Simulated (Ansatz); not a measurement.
# MnO under changes of volume

One of the cells (10.999 Å³/atom); the others are scaled copies at fixed shape and fractional positions:

```
Mn O
1.0
     0.00000    2.22391    2.22391
     2.22391    0.00000    2.22391
     2.22391    2.22391    0.00000
Mn O
1 1
Direct
  0.00000 0.00000 0.00000
  0.50000 0.50000 0.50000
```

The cell is a database's computed one.

```yaml
Program: Ansatz 0.2.0
Functional: rPW86-PBE
Dispersion: rVV10
Potentials_or_basis: Ansatz PAW
Cutoff: "420 eV (not typed: the program's choice for these potentials)"
k_mesh: 10 × 10 × 10
Occupations: fermi-dirac, width 0.05 eV
Spin: collinear spin, ferromagnetic start
Starting_moments: "[4.0, 0.0] μB"
```

```tsv
volume (Å³/atom)	energy over the lowest point (meV/atom)	pressure (GPa)	moment (μB per cell)
10.339	12.32	6.5	4.45
10.559	5.21	4.1	4.53
10.779	1.16	1.8	4.61
10.999	0.00	-0.1	4.69
11.219	?	?	?
11.439	4.30	-4.0	4.80
11.659	11.25	-6.2	4.82
```

What does the run at 11.219 Å³/atom give?

Energy over the lowest point 0.75 meV/atom; pressure -1.8 GPa; moment 4.77 μB per cell.

Worked out: A Birch-Murnaghan fit of order 3 (a polynomial in V^(-2/3)) to the other rows has its minimum at 11.02 Å³/atom with B0 = V·E''(V) = 98 GPa (rough, since the energies scatter). It gives 0.79 meV/atom at 11.219 Å³/atom, against the run's 0.75, and -dE/dV = -1.8 GPa, against -1.8. A parabola through the other rows of the moment, of slope 0.239 μB per Å³/atom there, gives 4.74 μB, against the run's 4.77.

Energies are extrapolated to zero smearing.

Caveats: a cell with one magnetic atom can't hold antiferromagnetic order, which such compounds often take; the PAW data sets come from PBE, with cores solved anew for the run's functional, which leaves a small shift of forces and pressure.
